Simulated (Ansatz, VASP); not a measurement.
# Two plane-wave programs on Sb

The input INCAR:

```
SYSTEM = Sb
PREC     = Accurate       ! precision mode
ENCUT    = 600            ! plane-wave cutoff, eV
EDIFF    = 1E-7           ! SCF threshold, eV
ISMEAR   = 0              ! smearing method
SIGMA    = 0.1            ! smearing width, eV
LREAL    = .False.        ! projectors in reciprocal space
LASPH    = .True.         ! aspherical terms in the spheres
NELM     = 80             ! most SCF steps
ALGO     = Normal         ! electronic algorithm
ISIF     = 3              ! what is computed and relaxed
LWAVE    = .False.        ! write WAVECAR
LCHARG   = .False.        ! write CHGCAR
GGA      = PE             ! functional
IBRION   = 2              ! ionic algorithm
NSW      = 100            ! ionic steps
EDIFFG   = -0.005         ! ionic threshold
```

Contents of KPOINTS:

```
regular mesh
0
Gamma
  14 14 14
  0 0 0
```

Contents of POSCAR:

```
Sb
1.0
    3.1600000000      0.0000000000      0.0000000000
    0.0000000000      3.1600000000      0.0000000000
    0.0000000000      0.0000000000      3.1600000000
Sb
1
Direct
    0.0000000000      0.0000000000      0.0000000000
```

Input for Ansatz:

```yaml
crystal:
  lattice:
    - [3.16, 0.0, 0.0]
    - [0.0, 3.16, 0.0]
    - [0.0, 0.0, 3.16]
  atoms:
    - { symbol: Sb, position: [0.0, 0.0, 0.0] }
basis:
  ecutwfc: 420
kpoints:
  mp_grid: { grid: [14, 14, 14] }
hamiltonian:
  xc: pbe
scf:
  occupations: { method: gaussian, width: 0.1 }
output:
  forces: true
  stress: true
  eigenvalues: true
relax:
  adjacent_minimum: "off"
  f_tol: 0.005
  max_steps: 80
  cell: { stress_tol: 0.05 }
```

This isn't the form of Sb at room conditions, which is rhombohedral.

Alike in both runs: task relaxation of cell and atoms; functional PBE; k mesh 14 × 14 × 14; occupations gaussian, width 0.1 eV; no spin polarisation.

```csv
,VASP,Ansatz
version,VASP 6.6.1,Ansatz 0.2.0
potentials or method,"VASP PAW PBE potentials, release 64 (Sb)","scalar-relativistic, plane waves, PAW"
plane-wave cutoff (eV),600,420
valence electrons in the cell,5,15
```

|  | VASP | Ansatz | Ansatz less VASP |
| --- | --- | --- | --- |
| gap on the k mesh at the Fermi level, each at its own relaxed structure (eV) | none | none | - |
| relaxed volume (Å³/atom) | 30.08 | 30.09 | +0.017 |
| relaxed cell length with the largest relative difference (Å) | 3.110 | 3.110 | +0.0006 |
| energy change over the relaxation (meV/atom) | -11 | -11 | +0.4 |

A gap of «none» marks a metal or a gap that the smearing closes. The two sets of potentials don't hold the same shells in valence.

Spin-orbit coupling is left out, which matters for the levels of Sb.
